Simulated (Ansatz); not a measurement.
**SiO2: the cell at several levels of theory**

Aim: relax SiO2 built on the database structure prototype with PBE, r2SCAN and PBEsol and see how far the functionals disagree on the cell.

The runs shown are made with Ansatz 0.2.0. PAW datasets, plane waves, zero pressure. The values are computed, spin-unpolarised, and not measurements.

**1. Starting point**

Space group P6_422 (No. 181), hexagonal; conventional cell a = 5.061 Å, c = 5.541 Å, 13.66 Å³ an atom. Around Si lie 4 O at 1.61 Å; around O lie 2 Si at 1.61 Å.

The structure in full:

```
Si O
1.0
     5.06052    0.00000    0.00000
    -2.53026    4.38254    0.00000
     0.00000    0.00000    5.54135
Si O
3 6
Cartesian
  -1.2651 2.1913 1.8471
  1.2651 2.1913 3.6942
  2.5303 0.0000 0.0000
  0.9468 3.4683 4.6178
  2.5303 2.5541 2.7707
  3.4770 0.9142 0.9236
  1.5835 0.9142 4.6178
  0.0000 1.8284 2.7707
  -0.9468 3.4683 0.9236
```

**2. Relaxing with PBE**

The input, input.yaml:

```yaml
crystal:
  lattice:
    - [5.0605222284, 0.0, 0.0]
    - [-2.5302611142, 4.3825408062, 0.0]
    - [0.0, 0.0, 5.54135331]
  atoms:
    - { symbol: Si, position: [0.0, 0.5, 0.33333333] }
    - { symbol: Si, position: [0.5, 0.5, 0.66666667] }
    - { symbol: Si, position: [0.5, 0.0, 0.0] }
    - { symbol: O, position: [0.58278926, 0.79139463, 0.83333333] }
    - { symbol: O, position: [0.79139463, 0.58278926, 0.5] }
    - { symbol: O, position: [0.79139463, 0.20860537, 0.16666667] }
    - { symbol: O, position: [0.41721074, 0.20860537, 0.83333333] }
    - { symbol: O, position: [0.20860537, 0.41721074, 0.5] }
    - { symbol: O, position: [0.20860537, 0.79139463, 0.16666667] }
kpoints:
  mp_grid: { grid: [6, 6, 4] }
hamiltonian:
  xc: pbe
scf:
  occupations: { method: fermi_dirac, width: 0.02 }
relax:
  f_tol: 0.005
  cell: {}
output:
  write_density: true
  write_potential: true
  elf: true
  volumetric_format: npy
```

The run is started by

```sh
ansatz run input.yaml --threads 4 --pin off --max-ram 6451MiB --backend cpu --events-out ev --progress --plain --runs-dir out
```

After this run come: r2SCAN: cell and atoms; PBEsol: cell and atoms.

**Question.** What will these runs give? Wanted: for each run, a; c; volume; space group; SCF geometries.

The runs gave:

| level | a (Å) | c (Å) | volume (Å³/atom) | space group | SCF geometries |
| --- | --- | --- | --- | --- | --- |
| PBE | 5.105 | 5.585 | 14.008 | P6_422 | 7 |
| r2SCAN | 5.059 | 5.541 | 13.646 | P6_422 | 6 |
| PBEsol | 5.081 | 5.559 | 13.806 | P6_422 | 6 |

In words: The first relaxation changed the volume by +2.6 % from the start. The volume runs from r2SCAN (least) to PBE (most), a spread of 2.6 %, or 0.9 % in length if all axes shared it alike.
